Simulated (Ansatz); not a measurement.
TiCo:

```
CELL_PARAMETERS angstrom
2.98611 0.00000 0.00000
0.00000 2.98611 0.00000
0.00000 0.00000 2.98611
ATOMIC_POSITIONS crystal
Co 0.50000 0.50000 0.50000
Ti 0.00000 0.00000 0.00000
```

The cell comes from a database or a generator and needn't be the stable form of this composition.

| Quantity | Value |
| --- | --- |
| Program | Ansatz 0.2.0 |
| Task | single point |
| Functional | PBEsol |
| Potentials or basis | all-electron LAPW, scalar-relativistic |
| Cutoff | 279 eV (chosen from the basis error) |
| Basis error allowed | 0.001 eV/atom |
| k mesh | 9 × 9 × 9 |
| Occupations | fermi-dirac, width 0.05 eV |
| Spin | collinear spin, ferromagnetic start |
| Starting moments | [2.0, 1.0] μB |

On this cell: pressure -8.1 GPa; largest force zero by symmetry; net moment 0.73 μB per cell; site moments Co +0.82; Ti -0.04 μB; band gap on the k mesh none (metal or under the smearing width).

The same run follows on a disturbed copy (atoms moved at random, drawn with an rms of 0.05 Å):

```
CELL_PARAMETERS angstrom
2.98611 0.00000 0.00000
0.00000 2.98611 0.00000
0.00000 0.00000 2.98611
ATOMIC_POSITIONS crystal
Co 0.50552 0.50227 0.49660
Ti 0.00479 0.99145 0.99640
```

Problem. What does the disturbed cell give?

Solution. The energy (extrapolated to zero smearing) moves by +1.2 meV/atom; pressure -8.0 GPa; largest force 0.147 eV/Å; net moment 0.73 μB per cell; site moments Co +0.82; Ti -0.03 μB; band gap on the k mesh none (metal or under the smearing width).

Forces in eV/Å, atoms in the order of the input:
```
Co  -0.010 -0.147 -0.003
Ti   0.010  0.147  0.003
```
